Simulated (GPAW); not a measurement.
# CdS (Greenockite) (P6_3mc) in GPAW: notebook

Aim: see how the results for CdS (Greenockite) move with the level of theory and the settings. Levels: r2SCAN, LDA, PBE. Tasks: band structure, equation of state, piezoelectric tensor.

Everything below comes from runs of GPAW 26.7.0. Logs are shortened: lines on timing, memory, paths and dates and some standing lists are left out, and cuts for length are marked. The log counts tension as positive stress, the text compression.

**Experimental background.**

From “Isotope dependence of band-gap energy”, 2008, arxiv:0807.2152, for a bulk crystal of CdS: band gap 2.5809 ± 0.0002 eV.

The results are compared with them further down.

## 1. Starting point

Symmetry: P6_3mc, No. 186, hexagonal system. The conventional cell has a = 4.150 Å, b = 4.150 Å, c = 6.737 Å, α = 90.00°, β = 90.00°, γ = 120.00°. Around Cd (site symmetry 3m) lie 4 S at 2.53 to 2.54 Å. Around S (site symmetry 3m) lie 4 Cd at 2.53 to 2.54 Å.

## 2. Band structure, r2SCAN, spin-orbit coupling, no magnetisation

Input file run.py:

```python
import numpy as np
from ase.dft.bandgap import bandgap
from ase.io import read, write
from ase.units import GPa
from gpaw import GPAW, PW
from gpaw.spinorbit import soc_eigenstates

atoms = read('CdS.cif')

calc = GPAW(mode=PW(600),
            xc='MGGA_X_R2SCAN+MGGA_C_R2SCAN',
            kpts={'size': (5, 5, 3), 'gamma': True},
            occupations={'name': 'fermi-dirac', 'width': 0.05},
            nbands=31,
            convergence={'density': 1e-05, 'energy': 1e-05},
            maxiter=150,
            txt='gpaw.txt')
atoms.calc = calc
energy = atoms.get_potential_energy()
forces = atoms.get_forces()
stress = atoms.get_stress()
calc.write('gs.gpw')
write('result.traj', atoms)
print(f'Energy: {energy:.6f} eV')
print('Forces (eV/A):')
print(forces.round(4))
print('Stress (GPa):', (stress / GPa).round(3))
print('Fermi level:', round(calc.get_fermi_level(), 4), 'eV')
print(f'Gap: {bandgap(calc)[0]:.4f} eV, direct: {bandgap(calc, direct=True)[0]:.4f} eV')

path = atoms.cell.bandpath('GMKGALHA,LM,KH', npoints=60, eps=1e-4)
bs_calc = calc.fixed_density(kpts=path, symmetry='off', nbands=51,
                             convergence={'bands': 'CBM+6.0', 'eigenstates': 1e-6}, txt='bands.txt')
bs = bs_calc.band_structure()
bs.write('bs.json')
print(f'Gap on the path: {bandgap(bs_calc)[0]:.4f} eV')

soc = soc_eigenstates(bs_calc, theta=90, phi=45, ignore_xc_potential=True)
np.savetxt('soc_bands.dat', soc.eigenvalues(), fmt='%.4f')
mesh = soc_eigenstates('gs.gpw', theta=90, phi=45, ignore_xc_potential=True)
np.savetxt('soc_mesh.dat', mesh.eigenvalues(), fmt='%.4f')
print('Fermi level with spin-orbit coupling:', round(mesh.fermi_level, 4), 'eV')
```

Input file CdS.cif:

```cif
data_CdS
_cell_length_a 4.15000000
_cell_length_b 4.15000000
_cell_length_c 6.73700000
_cell_angle_alpha 90.00000000
_cell_angle_beta 90.00000000
_cell_angle_gamma 120.00000000
_space_group_name_H-M_alt 'P6_3mc'
_space_group_name_Hall 'P 6c -2c'
_space_group_IT_number 186
loop_
_space_group_symop_operation_xyz
'x,y,z'
'x-y,x,z+1/2'
'-y,x-y,z'
'-x,-y,z+1/2'
'-x+y,-x,z'
'y,-x+y,z+1/2'
'y,x,z+1/2'
'x,x-y,z'
'x-y,-y,z+1/2'
'-y,-x,z'
'-x,-x+y,z+1/2'
'-x+y,y,z'
loop_
_atom_site_label
_atom_site_type_symbol
_atom_site_symmetry_multiplicity
_atom_site_Wyckoff_symbol
_atom_site_fract_x
_atom_site_fract_y
_atom_site_fract_z
_atom_site_occupancy
Cd1 Cd 2 b 0.6666666667 0.3333333333 0.5000000000 1
S1 S 2 b 0.6666666667 0.3333333333 0.8750000000 1
```

Potentials or basis: GPAW PAW data sets (gpaw-data 1.2.1), pw.

Launch:

```console
> OMP_NUM_THREADS=1 python run.py
```

gpaw.txt:

```text
__  _  _
 | _ |_)|_||  |
 |__||  | ||/\| - 26.7.0

Input parameters:
  mode=PW(ecut=600.0),
  convergence={'density': 1e-05, 'energy': 1e-05},
  kpts=MonkhorstPack(size=(5, 5, 3), gamma=True),
  maxiter=150,
  nbands=31,
  occupations=Occupations(name='fermi-dirac', width=0.05),
  xc=XC(name='MGGA_X_R2SCAN+MGGA_C_R2SCAN')

Diagonalizing LCAO Hamiltonian
Converting LCAO to pw mode

            S

            Cd
        S

        Cd

Atoms  # Å, Bohr magnetons
|   | symbol |        x |        y |        z |    initial magnetic moments |
|---|--------|----------|----------|----------|-----------------------------|
| 0 |     Cd | 2.075000 | 1.198002 | 3.368500 | ( 0.0000,  0.0000,  0.0000) |
| 1 |     Cd | 0.000000 | 2.396004 | 0.000000 | ( 0.0000,  0.0000,  0.0000) |
| 2 |      S | 2.075000 | 1.198002 | 5.894875 | ( 0.0000,  0.0000,  0.0000) |
| 3 |      S | 0.000000 | 2.396004 | 2.526375 | ( 0.0000,  0.0000,  0.0000) |

Unit cell  # Å
| periodic |         x |        y |        z |  lengths |     angles |
|----------|-----------|----------|----------|----------|------------|
|      yes |  4.150000 | 0.000000 | 0.000000 | 4.150000 |  90.000000 |
|      yes | -2.075000 | 3.594005 | 0.000000 | 4.150000 |  90.000000 |
|      yes |  0.000000 | 0.000000 | 6.737000 | 6.737000 | 120.000000 |

Number of symmetries: 6
Symmetry operations  # r_c * U_cc + t_c -> r_c
|   | kind |            matrix            |
|---|------|------------------------------|
| 0 |  σ   |  1, 1, 0,  0,-1, 0,  0, 0, 1 |
| 1 |  E   |  1, 0, 0,  0, 1, 0,  0, 0, 1 |
| 2 |  C3  |  0, 1, 0, -1,-1, 0,  0, 0, 1 |
| 3 |  σ   |  0,-1, 0, -1, 0, 0,  0, 0, 1 |
| 4 |  σ   | -1, 0, 0,  1, 1, 0,  0, 0, 1 |
| 5 |  C3  | -1,-1, 0,  1, 0, 0,  0, 0, 1 |

BZ-sampling:
  Number of BZ points: 75
  Number of IBZ points: 12

  Monkhorst-Pack size: [5, 5, 3]
  Monkhorst-Pack shift: [0, 0, 0]

K-points  # in reciprocal-cell coordinates
|     |                                coordinates |     weight |
|-----|--------------------------------------------|------------|
|   0 | (  0.00000000,   0.00000000,   0.00000000) | 0.01333333 |
|   1 | (  0.00000000,   0.00000000,   0.33333333) | 0.02666667 |
|   2 | (  0.20000000,   0.00000000,  -0.33333333) | 0.08000000 |
|   3 | (  0.20000000,   0.00000000,   0.00000000) | 0.08000000 |
|   4 | (  0.20000000,   0.00000000,   0.33333333) | 0.08000000 |
|   5 | (  0.40000000,  -0.20000000,   0.00000000) | 0.08000000 |
|   6 | (  0.40000000,  -0.20000000,   0.33333333) | 0.16000000 |
|   7 | (  0.40000000,   0.00000000,  -0.33333333) | 0.08000000 |
|   8 | (  0.40000000,   0.00000000,   0.00000000) | 0.08000000 |
|   9 | (  0.40000000,   0.00000000,   0.33333333) | 0.08000000 |
| ... |                                            |            |
|  11 | (  0.40000000,   0.40000000,   0.33333333) | 0.16000000 |

Plane wave coefficients: 3372
Cutoff: 600.0 eV

Spin-components: 1 (collinear spins)
Bands:           31
Projectors:      22
Spin-degeneracy: 2
Datatype:        complex128

Parallelization:
  kpt:    1
  domain: 1
  band:   1

Density:
  Valence electrons: 36.0
  Components: 1
  Grid points: [24 24 40]
  Charge: 0.0  # |e|

Potential:
  Grid points: [24 24 40]

species:
  Cd:
    name:    Cadmium
    Z:       48.0
    valence: 12
    core:    36
    charge:  0.0  # [|e|]
    compensation charges:
      type: gauss
      rc: 0.38  # [Å]
      lmax: 2
    cutoffs:
      filter: 2.12  # [Å]
      core: 2.62  # [Å]
    projectors
    | kind |    occ | energy [eV] | rcut [Å] |
    |------|--------|-------------|----------|
    |   5s |  2.000 |      -5.655 |    1.191 |
    |   5p |  0.000 |      -1.186 |    1.228 |
    |   4d | 10.000 |     -11.739 |    1.164 |
    |    s |        |      21.556 |    1.191 |
    |    p |        |      26.026 |    1.228 |
    |    d |        |      15.473 |    1.164 |

    Using partial waves for Cd as LCAO basis

  S:
    name:    Sulfur
    Z:       16.0
    valence: 6
    core:    10
    charge:  0.0  # [|e|]
    compensation charges:
      type: gauss
      rc: 0.24  # [Å]
      lmax: 2
    cutoffs:
      filter: 1.77  # [Å]
      core: 1.66  # [Å]
    projectors
    | kind |    occ | energy [eV] | rcut [Å] |
    |------|--------|-------------|----------|
    |   3s |  2.000 |     -17.254 |    0.974 |
    |   3p |  4.000 |      -7.008 |    0.979 |
    |    s |        |       9.957 |    0.974 |
    |    p |        |      20.203 |    0.979 |
    |    d |        |       0.000 |    0.900 |

    Using partial waves for S as LCAO basis

Reference energy: -326061.476468  # eV

eigensolver:
  PPCG
  Converge bands: occupied
  niter=2

density mixing:
  MSR1-Mixer
  Pratt-step length: 0.05
  Maximum mixing coefficient: 0.75
  Old densities: 10
  SVD Regularization: 0.005
  Good broyden scale: 1.0
  Trust region scale: 1.0
  Backstep threshold: 4.0
  History deletion threshold: 6.0
  Fourier metric: weight=20.0, sigma=0.015

occupation numbers:
  Fermi-Dirac:
    width: 0.0500  # eV

poisson solver:
  ecut: 4800.0  # eV

xc functional:
  name: MGGA_X_R2SCAN+MGGA_C_R2SCAN with 2 nearest neighbor stencil

convergence criteria:
- Maximum integral of absolute [dens]ity change: 1e-05 electrons / valence electron
- Maximum [total energy] change in last 3 cyles: 1e-05 eV / valence electron
- Maximum integral of absolute [eigenst]ate change: 4e-08 eV^2 / valence electron
maximum number of iterations: 150

SCF iterations
|iter     | |      energy | eigst |  dens |
|---------|-|-------------|-------|-------|
|iter:   1| |  -54.238488 | -0.34 |       |
|iter:   2| |  -49.159326 | -1.22 | -1.17 |
|iter:   3| |-146057299.961785 | +7.23 | -1.14 |
|iter:   4| |  -37.230913 | +2.36 | +2.81 |
|iter:   5| |  -48.977585 | +0.80 | -0.54 |
|iter:   6| |  -48.689863 | -0.98 | -1.51 |
|iter:   7| |  -48.674286 | -2.42 | -1.89 |
|iter:   8| |  -48.675159 | -3.87 | -2.44 |
|iter:   9| |  -48.675023 | -4.96 | -3.02 |
|iter:  10| |  -48.675039c| -6.06 | -3.54 |
|iter:  11| |  -48.675043c| -6.52 | -3.74 |
|iter:  12| |  -48.675044c| -7.47c| -4.44 |
|iter:  13| |  -48.675044c| -8.06c| -4.88 |
|iter:  14| |  -48.675044c| -8.46c| -5.34c|

Converged in 14 steps
Energy contributions relative to reference atoms: (reference = -326061.476468)

Energy contributions:
  Kinetic:          49.765403
  Coulomb:         -44.427665
  Zero:             -0.065376
  External:          0.000000
  Xc:              -53.947405
  Entropy:          -0.000000
  Spinorbit:         0.000000
  ----------------------------
  Free energy:     -48.675044
  Extrapolated:    -48.675044

dipole moment: (-0.000009, -0.000016, -18.885519)  # |e|*Ang

Fermi level: 4.037
Eigenvalues  # (at kpt = [0.000, 0.000, 0.000])
| band index |      eig [eV] | occ [0-2] |
|------------|---------------|-----------|
|          0 |        -9.614 |     2.000 |
|        ... |               |           |
|         10 |        -4.131 |     2.000 |
|         11 |        -3.795 |     2.000 |
|         12 |        -1.206 |     2.000 |
|         13 |         2.423 |     2.000 |
|         14 |         2.423 |     2.000 |
|         15 |         3.159 |     2.000 |
[... 8 lines left out ...]
|         24 |        11.283 |     0.000 |
|         25 |        11.303 |     0.000 |
|        ... |               |           |
|         30 |        15.583 |     0.000 |

Gap: 1.621 eV
Transition (v -> c):
  (s=0, k=0, n=17, [0.00, 0.00, 0.00]) -> (s=0, k=0, n=18, [0.00, 0.00, 0.00])
No difference between direct/indirect transitions

Forces  # eV/Ang
|        x |       y |        z |
|----------|---------|----------|
| -0.00000 | 0.00000 | -0.06930 |  # Cd   0
| -0.00000 | 0.00000 | -0.06929 |  # Cd   1
| -0.00000 | 0.00000 |  0.06860 |  # S    2
| -0.00000 | 0.00000 |  0.06859 |  # S    3

Stress tensor  # eV/Ang^3
|         x |         y |         z |
|-----------|-----------|-----------|
| -0.002505 |  0.000000 |  0.000000 |
|  0.000000 | -0.002505 |  0.000000 |
|  0.000000 |  0.000000 | -0.005999 |

# Writing to gs.gpw (mode='')
```

Wall time 6.7 min (1 thread of Arm Neoverse V1, shared host); peak memory 0.58 GiB.

What came out:

```
Free energy             : -48.6750 eV
Pressure                : 0.6 GPa
Largest force           : 0.069 eV/Å
Band gap on the k mesh  : 1.61 eV, direct
Band gap along the path : 1.61 eV, direct
```

Forces in eV/Å, atoms in the order of the input:
```
Cd   0.000  0.000 -0.069
Cd   0.000  0.000 -0.069
S    0.000  0.000  0.069
S    0.000  0.000  0.069
```

Levels at the corners of the path, in eV from the valence-band top:
| point | band 34 | band 35 | band 36 | band 37 | band 38 | band 39 |
| --- | --- | --- | --- | --- | --- | --- |
| Γ | -0.01 | 0.00 | 0.00 | 1.61 | 1.61 | 3.21 |
| M | -1.33 | -0.76 | -0.76 | 4.13 | 4.13 | 4.23 |
| K | -1.85 | -1.65 | -1.65 | 4.88 | 4.88 | 5.52 |
| Γ | -0.01 | 0.00 | 0.00 | 1.61 | 1.61 | 3.21 |
| A | -0.40 | -0.40 | -0.40 | 3.25 | 3.25 | 3.25 |
| L | -1.35 | -1.35 | -1.35 | 3.84 | 3.84 | 3.84 |
| H | -1.16 | -1.15 | -1.15 | 4.81 | 4.81 | 4.86 |
| A | -0.40 | -0.40 | -0.40 | 3.25 | 3.25 | 3.25 |
| L | -1.35 | -1.35 | -1.35 | 3.84 | 3.84 | 3.84 |
| M | -1.33 | -0.76 | -0.76 | 4.13 | 4.13 | 4.23 |
| K | -1.85 | -1.65 | -1.65 | 4.88 | 4.88 | 5.52 |
| H | -1.16 | -1.15 | -1.15 | 4.81 | 4.81 | 4.86 |

Caveat: spin-orbit coupling was added after a scalar SCF, so levels and gaps hold it while energy, forces, pressure and moments don't; this program's spin-orbit splittings come out too wide for heavy elements; the PAW data sets were made with another functional, which shifts forces and pressure a little.

## 3. Equation of state, LDA

Input file run.py:

```python
from ase.eos import EquationOfState
from ase.io import Trajectory, read
from ase.units import GPa
from gpaw import GPAW, PW, setup_paths

setup_paths.insert(0, '.')

atoms = read('POSCAR')

traj = Trajectory('eos.traj', 'w')
volumes, energies = [], []
for x in [0.94, 0.96, 0.98, 1.0, 1.02, 1.04, 1.06]:
    a = atoms.copy()
    a.set_cell(atoms.cell * x**(1 / 3), scale_atoms=True)
    calc = GPAW(mode=PW(600),
                xc='LDA',
                kpts={'size': (5, 5, 3), 'gamma': True},
                occupations={'name': 'fermi-dirac', 'width': 0.05},
                setups={'Cd': 'jth', 'S': 'jth'},
                nbands=-13,
                convergence={'density': 1e-05, 'energy': 1e-05},
                maxiter=150,
                txt=f'eos-{x:.2f}.txt')
    a.calc = calc
    energies.append(a.get_potential_energy(force_consistent=True))
    volumes.append(a.get_volume())
    p = -a.get_stress()[:3].mean() / GPa
    calc.write(f'eos-{x:.2f}.gpw')
    traj.write(a)
    print(f'{x:.2f} {volumes[-1]:10.4f} A^3 {energies[-1]:14.6f} eV {p:9.3f} GPa', flush=True)

v0, e0, B = EquationOfState(volumes, energies, eos='birchmurnaghan').fit()
print(f'V0 = {v0:.4f} A^3, E0 = {e0:.6f} eV, B0 = {B / GPa:.2f} GPa')
```

Input file POSCAR:

```
CdS
1.0
    4.1500000000      0.0000000000      0.0000000000
   -2.0750000000      3.5940054257      0.0000000000
    0.0000000000      0.0000000000      6.7370000000
Cd S
2 2
Direct
    0.6666666667      0.3333333333      0.5000000000
    0.3333333333      0.6666666667      0.0000000000
    0.6666666667      0.3333333333      0.8750000000
    0.3333333333      0.6666666667      0.3750000000
```

Potentials or basis: JTH PAW 2.0, LDA, pw.

Launch:

```console
> OMP_NUM_THREADS=1 python run.py
```

The log of the run:

```text
__  _  _
 | _ |_)|_||  |
 |__||  | ||/\| - 26.7.0

Input parameters:
  mode=PW(ecut=600.0),
  convergence={'density': 1e-05, 'energy': 1e-05},
  kpts=MonkhorstPack(size=(5, 5, 3), gamma=True),
  maxiter=150,
  nbands=-13,
  occupations=Occupations(name='fermi-dirac', width=0.05),
  setups={'Cd': 'jth', 'S': 'jth'},
  xc=XC(name='LDA')

Diagonalizing LCAO Hamiltonian
Converting LCAO to pw mode

            S

            Cd
        S

        Cd

Atoms  # Å, Bohr magnetons
|   | symbol |         x |        y |        z |    initial magnetic moments |
|---|--------|-----------|----------|----------|-----------------------------|
| 0 |     Cd |  2.046956 | 1.181811 | 3.322974 | ( 0.0000,  0.0000,  0.0000) |
| 1 |     Cd | -0.000000 | 2.363621 | 0.000000 | ( 0.0000,  0.0000,  0.0000) |
| 2 |      S |  2.046956 | 1.181811 | 5.815205 | ( 0.0000,  0.0000,  0.0000) |
| 3 |      S | -0.000000 | 2.363621 | 2.492231 | ( 0.0000,  0.0000,  0.0000) |

Unit cell  # Å
| periodic |         x |        y |        z |  lengths |     angles |
|----------|-----------|----------|----------|----------|------------|
|      yes |  4.093912 | 0.000000 | 0.000000 | 4.093912 |  90.000000 |
|      yes | -2.046956 | 3.545432 | 0.000000 | 4.093912 |  90.000000 |
|      yes |  0.000000 | 0.000000 | 6.645948 | 6.645948 | 120.000000 |

Number of symmetries: 6
Symmetry operations  # r_c * U_cc + t_c -> r_c
[... 135 lines left out ...]
- Maximum [total energy] change in last 3 cyles: 1e-05 eV / valence electron
- Maximum integral of absolute [eigenst]ate change: 4e-08 eV^2 / valence electron
maximum number of iterations: 150

SCF iterations
|iter     | |      energy | eigst |  dens |
|---------|-|-------------|-------|-------|
|iter:   1| |  -14.526881 | -0.20 |       |
|iter:   2| |  -14.328046 | -1.56 | -1.14 |
|iter:   3| |  -13.554557 | -1.41 | -1.19 |
|iter:   4| |  -13.542105 | -2.78 | -1.82 |
|iter:   5| |  -13.539982 | -3.58 | -2.24 |
|iter:   6| |  -13.540017 | -4.80 | -3.29 |
|iter:   7| |  -13.540034c| -5.27 | -3.64 |
|iter:   8| |  -13.540042c| -5.50 | -4.16 |
|iter:   9| |  -13.540047c| -5.82 | -4.88 |
|iter:  10| |  -13.540050c| -5.91 | -5.07c|
|iter:  11| |  -13.540051c| -6.28 | -5.22c|
|iter:  12| |  -13.540052c| -6.51 | -5.52c|
|iter:  13| |  -13.540053c| -6.74 | -5.53c|
|iter:  14| |  -13.540053c| -6.99 | -5.78c|
|iter:  15| |  -13.540053c| -7.29 | -6.03c|
|iter:  16| |  -13.540053c| -7.47c| -6.14c|

Converged in 16 steps
Energy contributions relative to reference atoms: (reference = -325853.271020)

Energy contributions:
  Kinetic:          13.941057
  Coulomb:          -9.448759
  Zero:             -0.271443
  External:          0.000000
  Xc:              -17.760908
  Entropy:          -0.000002
  Spinorbit:         0.000000
  ----------------------------
  Free energy:     -13.540054
  Extrapolated:    -13.540053

dipole moment: (-0.000028, -0.000051, -23.360191)  # |e|*Ang

Fermi level: 3.377
Eigenvalues  # (at kpt = [0.000, 0.000, 0.000])
| band index |      eig [eV] | occ [0-2] |
|------------|---------------|-----------|
|          0 |        -9.706 |     2.000 |
|        ... |               |           |
|         10 |        -4.373 |     2.000 |
|         11 |        -4.011 |     2.000 |
|         12 |        -1.851 |     2.000 |
|         13 |         2.024 |     2.000 |
|         14 |         2.024 |     2.000 |
|         15 |         2.810 |     2.000 |
[... 8 lines left out ...]
|         24 |        10.274 |     0.000 |
|         25 |        10.408 |     0.000 |
|        ... |               |           |
|         30 |        14.290 |     0.000 |

Gap: 0.983 eV
Transition (v -> c):
  (s=0, k=0, n=17, [0.00, 0.00, 0.00]) -> (s=0, k=0, n=18, [0.00, 0.00, 0.00])
No difference between direct/indirect transitions

Stress tensor  # eV/Ang^3
|        x |        y |        z |
|----------|----------|----------|
| 0.006708 | 0.000000 | 0.000000 |
| 0.000000 | 0.006708 | 0.000000 |
| 0.000000 | 0.000000 | 0.002617 |

# Writing to eos-0.96.gpw (mode='')
```

stdout:

```text
0.94    94.4542 A^3     -13.540419 eV     0.572 GPa
0.96    96.4639 A^3     -13.540054 eV    -0.856 GPa
0.98    98.4735 A^3     -13.523032 eV    -2.123 GPa
1.00   100.4832 A^3     -13.490287 eV    -3.253 GPa
1.02   102.4928 A^3     -13.445600 eV    -4.249 GPa
1.04   104.5025 A^3     -13.388026 eV    -5.140 GPa
1.06   106.5122 A^3     -13.319244 eV    -5.933 GPa
V0 = 95.3841 A^3, E0 = -13.542395 eV, B0 = 66.05 GPa
```

eos-0.94.txt:

```text
SCF iterations
|iter     | |      energy | eigst |  dens |
|---------|-|-------------|-------|-------|
|iter:   1| |  -14.528028 | -0.19 |       |
|iter:   2| |  -14.331007 | -1.56 | -1.14 |
|iter:   3| |  -13.554634 | -1.40 | -1.19 |
|iter:   4| |  -13.542477 | -2.75 | -1.82 |
|iter:   5| |  -13.540348 | -3.56 | -2.25 |
[... 51 lines left out ...]
|        ... |               |           |
|         30 |        14.535 |     0.000 |

Gap: 1.029 eV
Transition (v -> c):
  (s=0, k=0, n=17, [0.00, 0.00, 0.00]) -> (s=0, k=0, n=18, [0.00, 0.00, 0.00])
No difference between direct/indirect transitions

Stress tensor  # eV/Ang^3
|         x |         y |         z |
|-----------|-----------|-----------|
| -0.002039 |  0.000000 | -0.000000 |
|  0.000000 | -0.002039 |  0.000000 |
| -0.000000 |  0.000000 | -0.006628 |

# Writing to eos-0.94.gpw (mode='')
```

Run time: 4.7 min. Hardware: 1 thread of Arm Neoverse V1, shared host; peak memory 0.35 GiB.

Results:

| Quantity | Value |
| --- | --- |
| Equilibrium volume | 23.85 Å³/atom |
| Bulk modulus at fixed shape and positions | 66 GPa |
| Pressure derivative of the bulk modulus | 3.9 (rough: it moves with the points fitted) |

Energy against volume, from the lowest point:
```tsv
volume (Å³/atom)	energy (meV/atom)
23.614	0.00
24.116	0.09
24.618	4.35
25.121	12.53
25.623	23.70
26.126	38.10
26.628	55.29
```

Caveat: the program truncates these outside data sets; the cell was scaled at fixed shape and fractional positions, which overstates the stiffness of a crystal with free parameters, most of all of layers and chains.

(Part 1 of 2 ends here.)
